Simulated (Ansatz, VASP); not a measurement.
**Te in VASP and in Ansatz**

```
CELL_PARAMETERS angstrom
3.82029 -2.14820 0.00000
3.82029 2.14820 0.00000
-0.09429 0.00000 5.97609
ATOMIC_POSITIONS crystal
Te 0.73467 0.61016 0.66416
Te 0.29556 0.32747 0.33134
Te 0.01749 0.04767 0.99645
```

Alike in both runs: functional PBE; k mesh 6 × 6 × 4; occupations fermi-dirac, width 0.05 eV; no spin polarisation.

Ansatz relaxed the structure, and its values are those at the end. VASP's run is a single point on that final structure, the one shown.

|  | VASP | Ansatz |
| --- | --- | --- |
| version | VASP 6.6.1 | Ansatz 0.2.0 |
| potentials or method | VASP PAW PBE potentials, release 64 (Te), cutoff 520 eV | all-electron LAPW, scalar-relativistic |

VASP gave:

* pressure (GPa): 1.9
* rms of the force components (eV/Å): 0.008

**Question.** What did Ansatz give for the same quantities?

**Answer.** Pressure (GPa): 1.9; rms of the force components (eV/Å): 0.005.

Ansatz ran all-electron here, so the differences hold the error of VASP's frozen core and of both bases.
